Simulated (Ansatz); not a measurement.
# B: pressure up to the limit of the methods

How does B (beta tin type) answer strong compression? The runs shown use PAW.

Method: DFT PBE, with the methods named in each step, in Ansatz 0.2.0.

**1. The starting structure**

It takes space group I4_1/amd (No. 141, tetragonal). The conventional cell has a = 3.652 Å, b = 3.652 Å, c = 2.008 Å, α = 90.00°, β = 90.00°, γ = 90.00°. B (site symmetry -4m2) has 6 B at 1.89 to 2.01 Å as nearest neighbours.

Coordinates:

```xyz
2
Lattice="-1.8258 1.8258 1.0042 1.8258 -1.8258 1.0042 1.8258 1.8258 -1.0042" Properties=species:S:1:pos:R:3 pbc="T T T"
B     0.0000   -0.9129   -0.2510
B     0.0000    0.9129    0.2510
```

Whether this phase is the stable one at these pressures isn't tested.

Atoms are numbered in the order of the input: B1, B2.

**2. Cell relaxed at zero pressure, PAW**

input.yaml reads:

```yaml
crystal:
  lattice:
    - [-1.8257976008, 1.8257976008, 1.0041886805]
    - [1.8257976008, -1.8257976008, 1.0041886805]
    - [1.8257976008, 1.8257976008, -1.0041886805]
  atoms:
    - { symbol: B, position: [-0.375, -0.125, -0.25] }
    - { symbol: B, position: [0.375, 0.125, 0.25] }
kpoints:
  mp_grid: { grid: [21, 21, 21] }
scf:
  occupations: { method: fermi_dirac, width: 0.05 }
hamiltonian:
  xc: pbe
  pseudopotentials: { kind: paw }
output:
  forces: true
  stress: true
  write_density: true
  write_potential: true
  elf: true
  volumetric_format: npy
relax:
  f_tol: 0.005
  max_steps: 40
  cell: {}
```

Command:

```sh
ansatz run input.yaml --threads 1 --pin off --max-ram 2048MiB --backend cpu --events-out ev --progress --plain --runs-dir out
```

After this run come: Volume scaled by 1, PAW; Shape and atoms relaxed at 0.9 of the volume, PAW; Volume scaled by 0.9, PAW; Shape and atoms relaxed at 0.8 of the volume, PAW; Volume scaled by 0.8, PAW; Shape and atoms relaxed at 0.7 of the volume, PAW; Volume scaled by 0.7, PAW; Shape and atoms relaxed at 0.6 of the volume, PAW; Volume scaled by 0.6, PAW; Shape and atoms relaxed at 0.5 of the volume, PAW; Volume scaled by 0.5, PAW; Volume scaled by 0.5, PAW (level accurate); Shape and atoms relaxed at 0.4 of the volume, PAW; Volume scaled by 0.4, PAW; Volume scaled by 0.4, PAW (level accurate).

Before running it: what results should come out? Wanted: PAW pressure at 0.4 of the volume; PAW; fitted bulk modulus at zero pressure.

The runs gave:

| quantity | value |
| --- | --- |
| PAW pressure at 0.4 of the volume | 589.5 GPa |
| PAW (level accurate) pressure at 0.4 of the volume | 590.5 GPa |
| fitted bulk modulus at zero pressure (PAW) | 84 GPa |
| its pressure derivative | 4.45 |

At 0.4 of the starting volume PAW gives 590 GPa. A third-order Birch-Murnaghan curve fits the range only roughly (B₀ = 84 GPa, B′ = 4.45, misfit at most 14.56 GPa). A fit over so wide a range leans to the high pressures, so B₀ can be off by several per cent. No all-electron run checks these rows here, and frozen cores can fail under such compression. The ions are at rest, and the electrons smeared by 0.05 eV.
